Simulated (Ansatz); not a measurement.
# AlN (P6_3mc) in Ansatz: settings compared, part 2 of 2

Ansatz 0.2.0.

**3. Elastic constants, PBEsol**

Input file input.yaml:

```yaml
crystal:
  lattice:
    - [3.113, 0.0, 0.0]
    - [-1.5565, 2.695937082, 0.0]
    - [0.0, 0.0, 4.981]
  atoms:
    - { symbol: Al, position: [0.6666666667, 0.3333333333, 0.5] }
    - { symbol: Al, position: [0.3333333333, 0.6666666667, 0.0] }
    - { symbol: "N", position: [0.6666666667, 0.3333333333, 0.88] }
    - { symbol: "N", position: [0.3333333333, 0.6666666667, 0.38] }
hamiltonian:
  xc: pbesol
  pseudopotentials: { kind: paw }
kpoints:
  mp_grid: { grid: [7, 7, 5] }
scf:
  occupations: { method: fixed }
output:
  forces: true
  stress: true
elastic:
  mode: clamped_ion
  stencil: two_point
```

Potentials or basis: Ansatz PAW.

Launch:

```
$ ansatz run input.yaml --threads 2 --pin off --max-ram 5632MiB --backend cpu --events-out ev --progress --plain --runs-dir out
```

It took 35 s on 2 threads of Intel Xeon at 2.50GHz (Skylake/Cascade Lake), shared host; peak memory 0.37 GiB.

It converged, with:

```yaml
Free_energy: -1811.9150 eV
Pressure: 0.2 GPa
Largest_force: 0.131 eV/Å
Band_gap_on_the_k_mesh: 4.13 eV, direct
Voigt_bulk_modulus: 201 GPa
```

Forces on the atoms (eV/Å):
```
Al   0.000  0.000 -0.131
Al   0.000  0.000 -0.131
N    0.000  0.000  0.131
N    0.000  0.000  0.131
```

Stress tensor (GPa, compression positive):
```
-0.24  0.00  0.00
 0.00 -0.24  0.00
 0.00  0.00  1.22
```

Levels at points of the mesh, in eV from the valence-band top:
| k point | band 4 | band 5 | band 6 | band 7 | band 8 | band 9 | band 10 | band 11 | band 12 |
| --- | --- | --- | --- | --- | --- | --- | --- | --- | --- |
| (0.00, 0.00, 0.00) | -0.83 | -0.83 | -0.18 | -0.18 | 0.00 | 4.13 | 6.57 | 10.50 | 11.05 |

Elastic tensor in Voigt notation (GPa, ions clamped, in the Cartesian axes of the cell as first typed):
```
445 100  64   0   0   0
100 445  64   0   0   0
 66  66 463   0   0   0
  0   0   0 125   0   0
  0   0   0   0 125   0
  0   0   0   0   0 172
```

Caveat: odd divisions of the mesh miss points on the zone boundary, where band edges often lie, so the gap on the mesh can be too wide; the pressure holds a Pulay correction of +0.5 GPa for the finite cutoff; the PAW data sets come from PBE, with cores solved anew for the run's functional, which leaves a small shift of forces and pressure.

**4. Band structure, BLYP**

input.yaml, as its differences from that of step 3:

```diff
@@ -11,8 +11,15 @@
 hamiltonian:
-  xc: pbesol
+  xc: blyp
   pseudopotentials: { kind: paw }
 kpoints:
-  mp_grid: { grid: [7, 7, 5] }
+  mp_grid: { grid: [10, 10, 6] }
+  band_path:
+    path:
+      - [[0.0, 0.0, 0.0], [0.5, 0.0, 0.0], [0.3333333333, 0.3333333333, 0.0], [0.0, 0.0, 0.0], [0.0, 0.0, 0.5], [0.5, 0.0, 0.5], [0.3333333333, 0.3333333333, 0.5], [0.0, 0.0, 0.5]]
+      - [[0.5, 0.0, 0.5], [0.5, 0.0, 0.0]]
+      - [[0.3333333333, 0.3333333333, 0.0], [0.3333333333, 0.3333333333, 0.5]]
+    npoints: 14
 scf:
-  occupations: { method: fixed }
+  occupations: { method: fermi_dirac, width: 0.05 }
+  n_extra_bands: 10
 output:
@@ -20,4 +27,3 @@
   stress: true
-elastic:
-  mode: clamped_ion
-  stencil: two_point
+  eigenvalues: true
+  fatbands: false
```

Potentials or basis: Ansatz PAW.

Launch:

```
$ ansatz run input.yaml --threads 2 --pin off --max-ram 5632MiB --backend cpu --events-out ev --progress --plain --runs-dir out
```

What it wrote:

```text
Warning: RAYON_NUM_THREADS=2 ignored (pool sized by the plan → 2); use --threads N
scf.n_extra_bands = 10 over 8 filled bands (N_el = 16.0): the run solves 18 bands
Engine: ansatz 0.2.0, x86_64-unknown-linux-gnu
Pseudopotentials: kind: paw
Pseudopotential: Al, paw, valence charge 3, recommended cutoff 420 eV (normal), Al.paw.azcp
Pseudopotential: N, paw, valence charge 5, recommended cutoff 420 eV (normal), N.paw.azcp
Functional definition: BLYP
  parameter beta = 0.0042
  parameter a = 0.04918
  parameter b = 0.132
  parameter c = 0.2533
  parameter d = 0.349
  exchange = b88_x(beta = beta)
  correlation = lyp_c(a = a, b = b, c = c, d = d)
Crystal: 4 atoms, lattice volume = 41.803 Å³
[... 37 lines left out ...]
  E_hartree    = 159.253261
  E_xc         = -200.793038
  E_vxc        = -211.927320  (∫ρ·V_xc dr)
  E_paw        = -1204.172190  (= ΣΔE_a)
  E_vpaw       = -48.186083  (= ΣTr[D̂ρ^β])
  E_aug_tail   = 0.000194  (compensation charges beyond the density's cutoff)
  E_ewald      = -591.663270
  E_core_change = 0.028823  (= ΣΔE_core)
  E_smearing   = -0.000000  (= −TS)
  E_closure    = -0.000000  (closes the sum)
  Σ components = -1858.226854   (vs F -1858.226854, Δ=0.00e0)
--- Forces (eV/Å), atoms counted from 1 ---
  atom   1  Al    -0.00000000     0.00000000    -0.11304922
  atom   2  Al     0.00000000    -0.00000000    -0.11304922
  atom   3  N     -0.00000000    -0.00000000     0.11306391
  atom   4  N      0.00000000     0.00000000     0.11306391
  max |Σ_I F_I| component: 2.94e-5 eV/Å
--- Stress (GPa, compression-positive) ---
        5.897131      -0.000000      -0.000000
        0.000000       5.897131       0.000000
       -0.000000       0.000000       7.984067
  P = ⅓ Tr σ = 6.5928 GPa (65.928 kbar)
--- Band table (eV; the first three rows and the last of 56) ---
  k-point 0: bands = ["-7.5364", "-5.4297", "1.6802", "6.6865", "6.6865", "7.3260", "7.3260", "7.5028", "12.0115", "14.3536", "18.3516", "18.7909", "18.7909", "20.7292", "20.7292", "20.7404", "22.0847", "22.0847"]
  k-point 1: bands = ["-7.4314", "-5.6313", "2.0423", "6.7274", "6.7274", "6.9333", "7.2805", "7.2805", "12.4792", "14.4242", "18.1749", "18.7599", "18.7599", "19.9968", "20.3543", "20.3543", "22.5429", "22.5429"]
  k-point 2: bands = ["-7.1274", "-6.1134", "2.9941", "5.6880", "6.8393", "6.8393", "7.1587", "7.1587", "13.4042", "14.4978", "17.8864", "18.8100", "18.8100", "18.8520", "19.6669", "19.6669", "23.7407", "23.7407"]
  k-point 55: bands = ["-5.0758", "-5.0758", "2.7017", "2.7017", "4.0017", "4.0017", "6.7070", "6.7070", "14.8723", "14.8723", "16.0105", "16.0105", "19.3634", "19.3634", "21.3678", "21.3678", "23.6706", "23.6706"]
```

bands.tsv:

```text
# k_distance	band_0	band_1	band_2	band_3	band_4	band_5	band_6	band_7	band_8	band_9	band_10	band_11	band_12	band_13	band_14	band_15	band_16	band_17
# fermi_ev = 9.789389
# lock_threshold_ev = 1e-6
# [0, 0, 0] at k_distance = 0.000000
[... 143 lines left out ...]
8.124345	-14.837071	-14.837071	-6.934682	-6.934682	-6.324417	-5.608557	-3.193749	-3.193749	4.826812	5.878983	5.972721	5.972721	9.649029	9.649029	11.284884	12.598864	13.655255	13.655255
8.169396	-14.834358	-14.834358	-6.976428	-6.976428	-6.218281	-5.737391	-3.118254	-3.118254	5.042069	5.751495	5.880473	5.880473	9.662870	9.662870	11.410310	12.281498	13.711541	13.711541
8.214447	-14.832670	-14.832670	-7.001710	-7.001710	-6.105594	-5.864029	-3.071711	-3.071711	5.245681	5.602901	5.823633	5.823633	9.671276	9.671276	11.569997	12.004068	13.744717	13.744717
8.259498	-14.832104	-14.832104	-7.010251	-7.010251	-5.987230	-5.987230	-3.056019	-3.056019	5.433551	5.433551	5.804388	5.804388	9.673905	9.673905	11.767141	11.767141	13.755578	13.755578
```

Wall time 11 s (2 threads of Intel Xeon at 2.50GHz (Skylake/Cascade Lake), shared host); peak memory 0.36 GiB.

Results:

| Item | Value |
| --- | --- |
| Free energy | -1858.2269 eV |
| Pressure | 6.6 GPa |
| Largest force | 0.113 eV/Å |
| Band gap on the k mesh | 4.51 eV, direct |
| Band gap along the path | 4.51 eV, direct |

Forces on the atoms (eV/Å):
```
Al   0.000  0.000 -0.113
Al   0.000  0.000 -0.113
N    0.000  0.000  0.113
N    0.000  0.000  0.113
```

Levels at the corners of the path, in eV from the valence-band top:
```csv
point,band 4,band 5,band 6,band 7,band 8,band 9,band 10,band 11,band 12,band 13
Γ,-0.82,-0.82,-0.18,-0.18,0.00,4.51,6.85,10.85,11.29,11.29
M,-4.05,-3.25,-2.02,-1.69,-0.65,6.10,6.11,8.40,10.51,11.06
K,-3.69,-3.69,-2.35,-2.31,-2.31,5.43,8.63,9.90,9.90,11.59
Γ,-0.82,-0.82,-0.18,-0.18,0.00,4.51,6.85,10.85,11.29,11.29
A,-3.22,-0.51,-0.51,-0.51,-0.51,6.69,6.69,10.54,10.54,11.60
L,-5.45,-1.40,-1.40,-1.31,-1.31,5.63,5.63,9.48,9.48,11.96
H,-4.72,-3.70,-3.70,-0.77,-0.77,7.72,7.72,8.09,8.09,11.96
A,-3.22,-0.51,-0.51,-0.51,-0.51,6.69,6.69,10.54,10.54,11.60
L,-5.45,-1.40,-1.40,-1.31,-1.31,5.63,5.63,9.48,9.48,11.96
M,-4.05,-3.25,-2.02,-1.69,-0.65,6.10,6.11,8.40,10.51,11.06
K,-3.69,-3.69,-2.35,-2.31,-2.31,5.43,8.63,9.90,9.90,11.59
H,-4.72,-3.70,-3.70,-0.77,-0.77,7.72,7.72,8.09,8.09,11.96
```

Caveat: the pressure holds a Pulay correction of +0.6 GPa for the finite cutoff; the PAW data sets come from PBE, with cores solved anew for the run's functional, which leaves a small shift of forces and pressure.

**5. The runs side by side**

| task | level | k mesh | smearing | atoms under strain | points for each segment of the path | gap on the mesh (eV) | pressure (GPa) | largest force (eV/Å) |
| --- | --- | --- | --- | --- | --- | --- | --- | --- |
| phonons | LDA | 7 × 7 × 5 | fixed | - | - | 4.24 | - | - |
| elastic constants | PBEsol | 7 × 7 × 5 | fixed | clamped | - | 4.13 | 0.2 | 0.13 |
| band structure | BLYP | 10 × 10 × 6 | fermi-dirac 0.05 eV | - | 14 | 4.51 | 6.6 | 0.11 |

Alike in all rows: potentials or basis Ansatz PAW; no spin polarisation; cell as given; cutoff (eV) 420.

On the cell as given the gap runs from 4.13 eV (PBEsol) to 4.51 eV (BLYP); the meshes differ, which moves gaps too.

Caveats: the PAW data sets come from PBE, with cores solved anew for the run's functional, which leaves a small shift of forces and pressure; odd divisions of the mesh miss points on the zone boundary, where band edges often lie, so the gap on the mesh can be too wide (some runs).

Total energies depend on the potentials used, so only differences within one code and one set of settings carry meaning.

**6. Comparison with measurements**

Step 2. Measured gap of AlN: 6.0343 eV (an exciton energy, a little under the gap; 0 K; quoted in “Structural and optical properties of self-assembled AlN nanowires grown on SiO2/Si substrates by molecular beam epitaxy”, 2024, arxiv:2402.00216). This calculation gives 4.24 eV (-1.80 eV). 2 values of this kind are on record (6.034 to 6.0343 eV); this one was drawn at random. The value is that of LDA, without temperature or zero-point motion. Semilocal functionals fall short of measured gaps as a rule.

Step 3. Measured gap of AlN: 6.034 eV (an exciton energy, a little under the gap; 10 K; quoted in “Self-assembly of well-separated AlN nanowires directly on sputtered metallic TiN films”, 2019, arxiv:1910.07391). This calculation gives 4.13 eV (-1.90 eV). 2 values of this kind are on record (6.034 to 6.0343 eV); this one was drawn at random. The value is that of PBEsol, without temperature or zero-point motion. Semilocal functionals fall short of measured gaps as a rule.

Step 4. Against the measured gap of AlN, 6.0343 eV (an exciton energy, a little under the gap; 0 K; quoted in “Structural and optical properties of self-assembled AlN nanowires grown on SiO2/Si substrates by molecular beam epitaxy”, 2024, arxiv:2402.00216), the calculated 4.51 eV is off by -1.53 eV. 2 values of this kind are on record (6.034 to 6.0343 eV); this one was drawn at random. The value is that of BLYP, without temperature or zero-point motion. Semilocal functionals fall short of measured gaps as a rule.
